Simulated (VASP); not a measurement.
VASP 6.6.1, GW calculation on PBE orbitals, AlAs

INCAR, step 1 (ground state)

```
LASPH = .TRUE.
NELM = 120
LREAL = .FALSE.
LCHARG = .FALSE.
GGA = PE
LWAVE = .TRUE.
EDIFF = 1E-7
SIGMA = 0.01
ENCUT = 400
PREC = Accurate
ISMEAR = 0
```

INCAR, step 2 (empty bands)

```
ALGO = Exact
LREAL = .FALSE.
GGA = PE
ISMEAR = 0
LOPTICS = .TRUE.
SIGMA = 0.01
EDIFF = 1E-7
NELM = 1
LASPH = .TRUE.
LCHARG = .FALSE.
PREC = Accurate
LWAVE = .TRUE.
ISTART = 1
ENCUT = 400
NBANDS = 139
```

INCAR, step 3 (GW)

```
ALGO = EVGW0
ISMEAR = 0
NELMGW = 1
PRECFOCK = Fast
SIGMA = 0.01
NOMEGA = 64
NELM = 120
PREC = Accurate
EDIFF = 1E-7
LASPH = .TRUE.
LWAVE = .FALSE.
ENCUT = 400
GGA = PE
ISTART = 1
NBANDS = 139
NBANDSGW = 12
ENCUTGW = 120
ENCUTGWSOFT = 120
LREAL = .FALSE.
LCHARG = .FALSE.
```

KPOINTS

```
KPOINTS created by Atomic Simulation Environment
0
Gamma
6 6 6
0 0 0
```

POSCAR

```
Al As
 1.0000000000000000
     0.0000000000000000    2.8300000000000001    2.8300000000000001
     2.8300000000000001    0.0000000000000000    2.8300000000000001
     2.8300000000000001    2.8300000000000001    0.0000000000000000
 Al  As
   1   1
Cartesian
  0.0000000000000000  0.0000000000000000  0.0000000000000000
  1.4150000000000000  1.4150000000000000  1.4150000000000000
```

VASP ran with the GW set of PAW datasets (8 valence electrons in the cell).

From OUTCAR

```
k-points           NKPTS =     16   k-points in BZ     NKDIM =    216   number of bands    NBANDS=    139

   NELECT =       8.0000    total number of electrons

   dimension x,y,z NGX =    28 NGY =   28 NGZ =   28
   dimension x,y,z NGXF=    56 NGYF=   56 NGZF=   56

  energy-cutoff  :      400.00
  volume of cell :       45.33
      direct lattice vectors                 reciprocal lattice vectors
     0.000000000  2.830000000  2.830000000    -0.176678445  0.176678445  0.176678445
     2.830000000  0.000000000  2.830000000     0.176678445 -0.176678445  0.176678445
     2.830000000  2.830000000  0.000000000     0.176678445  0.176678445 -0.176678445

 k-points in reciprocal lattice and weights: KPOINTS created by Atomic Simulation Env
   0.00000000  0.00000000  0.00000000       0.005
   0.16666667  0.00000000  0.00000000       0.037
   0.33333333  0.00000000  0.00000000       0.037
   0.50000000  0.00000000  0.00000000       0.019
   0.16666667  0.16666667  0.00000000       0.028
   0.33333333  0.16666667  0.00000000       0.111
   0.50000000  0.16666667  0.00000000       0.111
  -0.33333333  0.16666667  0.00000000       0.111
   ...

 QP shifts <psi_nk| G(iteration)W_0 |psi_nk>: iteration 1
 for sc-GW calculations column KS-energies equals QP-energies in previous step
 and V_xc(KS)=  KS-energies - (<T + V_ion + V_H > + <T+V_H+V_ion>^1  + <V_x>^1)

 k-point   1 :       0.0000    0.0000    0.0000
  band No.  KS-energies  QP-energies   sigma(KS)   V_xc(KS)     V^pw_x(r,r')   Z            occupation Imag(sigma)

      1      -8.4369      -8.9136     -11.6291     -10.8972     -17.8984       0.6512       2.0000       1.0639
      2       3.4336       2.8421     -12.0464     -11.2759     -13.0734       0.7677       2.0000       0.0382
      3       3.4336       2.8421     -12.0464     -11.2759     -13.0734       0.7677       2.0000       0.0382
      4       3.4336       2.8421     -12.0464     -11.2759     -13.0734       0.7677       2.0000       0.0382
      5       5.4829       5.8983      -9.4092      -9.9455      -5.7848       0.7745       0.0000      -0.0503
      6       7.7171       7.8992      -8.9151      -9.1557      -4.6434       0.7565       0.0000      -0.0684
      7       7.7171       7.8992      -8.9151      -9.1557      -4.6434       0.7565       0.0000      -0.0684
      8       7.7171       7.8992      -8.9151      -9.1557      -4.6434       0.7565       0.0000      -0.0684
      9      12.3009      12.2586      -7.6144      -7.5580      -2.3018       0.7508       0.0000      -0.2439
     10      12.4426      12.5614      -8.9258      -9.0860      -3.6886       0.7418       0.0000      -0.2129
     11      12.4426      12.5614      -8.9258      -9.0860      -3.6886       0.7418       0.0000      -0.2129
     12      14.8666      14.7754      -7.7702      -7.6467      -2.0321       0.7385       0.0000      -0.4784

 k-point   2 :       0.1667    0.0000    0.0000
  band No.  KS-energies  QP-energies   sigma(KS)   V_xc(KS)     V^pw_x(r,r')   Z            occupation Imag(sigma)

      1      -8.1683      -8.6426     -11.6911     -10.9773     -17.8568       0.6645       2.0000       1.0336
      2       1.3353       0.7457     -11.3334     -10.5399     -12.9250       0.7431       2.0000       0.0540
      3       3.1700       2.5664     -11.9332     -11.1448     -13.0235       0.7656       2.0000       0.0389
      4       3.1700       2.5664     -11.9332     -11.1448     -13.0235       0.7656       2.0000       0.0389
      5       6.2534       6.5599      -9.2194      -9.6177      -5.4167       0.7694       0.0000      -0.0546
      6       8.1538       8.3418      -9.0020      -9.2522      -4.5949       0.7512       0.0000      -0.0749
      7       8.1538       8.3418      -9.0020      -9.2522      -4.5949       0.7512       0.0000      -0.0749
      8       8.6252       8.8496      -9.4703      -9.7694      -5.0897       0.7501       0.0000      -0.0790
      9      11.6621      11.7252      -8.5415      -8.6261      -3.4564       0.7471       0.0000      -0.1896
     10      11.6621      11.7252      -8.5415      -8.6261      -3.4564       0.7471       0.0000      -0.1896
     11      13.1719      13.0807      -7.6024      -7.4804      -2.1113       0.7481       0.0000      -0.3177
     12      14.4619      14.3995      -7.8469      -7.7635      -2.1950       0.7486       0.0000      -0.4179

 k-point   3 :       0.3333    0.0000    0.0000
  band No.  KS-energies  QP-energies   sigma(KS)   V_xc(KS)     V^pw_x(r,r')   Z            occupation Imag(sigma)

      1      -7.4881      -7.9354     -11.9073     -11.2444     -17.8026       0.6747       2.0000       0.9367
      2      -1.0631      -1.7043     -10.8973      -9.9851     -13.6874       0.7029       2.0000       0.1392
      3       2.7688       2.1420     -11.8464     -11.0222     -13.0827       0.7605       2.0000       0.0415
      4       2.7688       2.1420     -11.8464     -11.0222     -13.0827       0.7605       2.0000       0.0415
      5       5.7968       6.0437      -8.9667      -9.2855      -5.2483       0.7744       0.0000      -0.0532
      6       8.2918       8.4524      -8.7377      -8.9506      -4.3003       0.7541       0.0000      -0.0786
      7       8.2918       8.4524      -8.7377      -8.9506      -4.3003       0.7541       0.0000      -0.0786
      8      10.9327      11.0307      -8.8980      -9.0319      -3.7344       0.7322       0.0000      -0.1884
      9      12.4735      12.5338      -8.8130      -8.8943      -3.4152       0.7411       0.0000      -0.2655
     10      12.4735      12.5338      -8.8130      -8.8943      -3.4152       0.7411       0.0000      -0.2655
     11      12.7971      12.7839      -7.9879      -7.9702      -2.6170       0.7480       0.0000      -0.2811
     12      17.3719      17.4706      -8.7287      -8.8640      -2.4192       0.7292       0.0000      -0.6642

 k-point   4 :       0.5000    0.0000    0.0000
  band No.  KS-energies  QP-energies   sigma(KS)   V_xc(KS)     V^pw_x(r,r')   Z            occupation Imag(sigma)

      1      -7.0138      -7.4411     -12.1470     -11.5223     -17.8414       0.6838       2.0000       0.8663
      2      -2.1439      -2.8003     -10.5725      -9.6221     -13.9180       0.6907       2.0000       0.2293
      3       2.6069       1.9706     -11.8320     -10.9928     -13.1345       0.7582       2.0000       0.0428
      4       2.6069       1.9706     -11.8320     -10.9928     -13.1345       0.7582       2.0000       0.0428
      5       5.5703       5.8065      -8.9545      -9.2591      -5.2967       0.7753       0.0000      -0.0514
      6       8.1101       8.2524      -8.5806      -8.7684      -4.2080       0.7574       0.0000      -0.0759
      7       8.1101       8.2524      -8.5806      -8.7684      -4.2080       0.7574       0.0000      -0.0759
      8      11.1822      11.0831      -7.7075      -7.5736      -2.4958       0.7403       0.0000      -0.2035
      9      14.6256      14.6915      -9.0324      -9.1220      -3.2540       0.7345       0.0000      -0.4148
     10      14.9891      15.0195      -8.9322      -8.9741      -2.7626       0.7234       0.0000      -0.5094
     11      14.9891      15.0195      -8.9322      -8.9741      -2.7626       0.7234       0.0000      -0.5094
     12      15.5114      15.5544      -9.4166      -9.4747      -3.4544       0.7414       0.0000      -0.5133

 k-point   5 :       0.1667    0.1667    0.0000
  band No.  KS-energies  QP-energies   sigma(KS)   V_xc(KS)     V^pw_x(r,r')   Z            occupation Imag(sigma)

      1      -8.0775      -8.5479     -11.7118     -11.0042     -17.8423       0.6647       2.0000       1.0216
      2       1.4280       0.8768     -11.4635     -10.7241     -12.9830       0.7454       2.0000       0.0529
      3       2.6483       2.0200     -11.6709     -10.8434     -12.9020       0.7592       2.0000       0.0409
      4       2.6483       2.0200     -11.6709     -10.8434     -12.9020       0.7592       2.0000       0.0409
      5       6.7148       6.8412      -8.5902      -8.7551      -4.5951       0.7666       0.0000      -0.0603
      6       7.3659       7.6992      -9.7179     -10.1560      -5.7328       0.7609       0.0000      -0.0603
      7       9.0481       9.2483      -9.3130      -9.5823      -4.6795       0.7431       0.0000      -0.0921
      8       9.0481       9.2483      -9.3130      -9.5823      -4.6795       0.7431       0.0000      -0.0921
      9      10.3599      10.4240      -8.3220      -8.4071      -3.5628       0.7535       0.0000      -0.1321
     10      12.9296      13.0418      -8.9452      -9.0957      -3.5732       0.7453       0.0000      -0.2614
     11      14.0940      14.0902      -7.9959      -7.9909      -2.3275       0.7459       0.0000      -0.3746
     12      15.7165      15.6013      -7.8890      -7.7347      -2.0035       0.7468       0.0000      -0.5623

 ...
```

- PBE gap on the mesh: 1.43 eV
- G₀W₀ gap on the mesh: 2.03 eV

These GW values are short of the basis and mesh limit.
